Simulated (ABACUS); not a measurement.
CdO (Monteponite) in ABACUS: the effect of exact exchange share

The system is CdO (Monteponite).

```
Cd O
1.0
     0.00000    2.34950    2.34950
     2.34950    0.00000    2.34950
     2.34950    2.34950    0.00000
Cd O
1 1
Direct
  0.00000 0.00000 0.00000
  0.50000 0.50000 0.50000
```

Alike in all runs:

- Program: ABACUS 3.10.1
- Task: single point
- Potentials or basis: SG15 ONCV 1.2 PBE
- Cutoff: 1401 eV
- Density cutoff: 5606 eV
- Basis: DZP LCAO (the cutoffs set its grid)
- k mesh: 4 × 4 × 4
- Occupations: fermi-dirac, width 0.05 eV
- Spin: no spin polarisation

| exact exchange share | functional | gap on the mesh (eV) |
| --- | --- | --- |
| 0 | PBE | ? |
| 0.1 | PBE0-type (share 0.1) | 0.32 |
| 0.25 | PBE0-type (share 0.25) | 1.51 |
| 0.4 | PBE0-type (share 0.4) | 2.73 |

Q: What does the run with exact exchange share 0 give?

A: gap on the mesh none.

Caveats: all runs use coarse meshes; the atomic orbitals were generated for these runs and aren't a published set; the basis of atomic orbitals isn't converged, which shifts pressures, moduli and gaps; gaps of hybrids in this basis differ from plane-wave ones by up to 0.1 eV (some runs).

A k mesh can miss the band edges.

A gap of «none» marks a metal or a gap under the smearing width.
